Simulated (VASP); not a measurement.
Input of a VASP 6.6.1 run:

Contents of INCAR:

```
PREC = Normal
ENCUT = 520
EDIFF = 1E-5
ISMEAR = 0
SIGMA = 0.15
LREAL = Auto
LASPH = T
NELM = 80
ALGO = Fast
ISIF = 2
LWAVE = F
LCHARG = F
GGA = PE
```

The input KPOINTS:

```
regular mesh
0
Gamma
  5 5 5
```

The input POSCAR:

```
SiMo3
1.0
    4.9093800000      0.0000000000      0.0000000000
    0.0000000000      4.9093800000      0.0000000000
    0.0000000000      0.0000000000      4.9093800000
Si Mo
2 6
Direct
    0.0000000000      0.0000000000      0.0000000000
    0.5000000000      0.5000000000      0.5000000000
    0.2500000000      0.5000000000      0.0000000000
    0.7500000000      0.5000000000      0.0000000000
    0.0000000000      0.2500000000      0.5000000000
    0.0000000000      0.7500000000      0.5000000000
    0.5000000000      0.0000000000      0.2500000000
    0.5000000000      0.0000000000      0.7500000000
```

Potentials or basis: VASP PAW PBE potentials, release 64 (Si, Mo_sv).

The run is started by

```sh
$ cat potpaw_PBE.64/Si/POTCAR potpaw_PBE.64/Mo_sv/POTCAR > POTCAR
$ mpirun -np 1 vasp_std > vasp.out
```

Predict the band gap on the k mesh.

none (metal or under the smearing width).

What does it give for the pressure?

-0.6 GPa.
